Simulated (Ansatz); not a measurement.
Crystal: TiSi2.

```
CELL_PARAMETERS angstrom
4.37464 0.00000 0.00000
-2.18732 3.78855 0.00000
0.00000 0.00000 2.56101
ATOMIC_POSITIONS crystal
Ti 0.00000 0.00000 0.00000
Si 0.33333 0.66667 0.50000
Si 0.66667 0.33333 0.50000
```

The cell was built by a generator and needn't be a form met in nature.

| Quantity | Value |
| --- | --- |
| Program | Ansatz 0.2.0 |
| Task | relaxation of cell and atoms |
| Functional | LDA |
| Potentials or basis | Ansatz PAW |
| Cutoff | 420 eV (not typed: the program's choice for these potentials) |
| k mesh | 7 × 7 × 10 |
| Occupations | fermi-dirac, width 0.05 eV |
| Spin | no spin polarisation |

At the start: volume 14.15 Å³/atom.

Problem. How do energy, volume and symmetry change on relaxing?

Solution. It ends after 5 steps and the volume is 13.43 Å³/atom (-5.0 %); space group P6/mmm (No. 191, to 0.05 Å).

Step by step:
| step | energy change (eV) | largest force (eV/Å) | volume (Å³) |
| --- | --- | --- | --- |
| 1 | 0.0000 | 0.0000 | 42.45 |
| 2 | -0.0512 | 0.0000 | 40.29 |
| 3 | -0.0513 | 0.0000 | 40.29 |
| 4 | -0.0513 | 0.0000 | 40.30 |
| 5 | -0.0508 | 0.0000 | 40.30 |

Final structure:
```cif
data_structure
_symmetry_space_group_name_H-M 'P 1'
_symmetry_Int_Tables_number 1
_cell_length_a 4.3074
_cell_length_b 4.3074
_cell_length_c 2.5084
_cell_angle_alpha 90.000
_cell_angle_beta 90.000
_cell_angle_gamma 120.000
_cell_volume 40.30
loop_
_atom_site_label
_atom_site_type_symbol
_atom_site_fract_x
_atom_site_fract_y
_atom_site_fract_z
_atom_site_occupancy
Ti1 Ti 0.00000 0.00000 0.00000 1
Si1 Si 0.33333 0.66667 0.50000 1
Si2 Si 0.66667 0.33333 0.50000 1
```

Caveat: the plane-wave basis is chosen anew once the cell has moved, so the energies of steps on either side of that aren't comparable; the PAW data sets come from PBE, with cores solved anew for the run's functional, which leaves a small shift of forces and pressure.
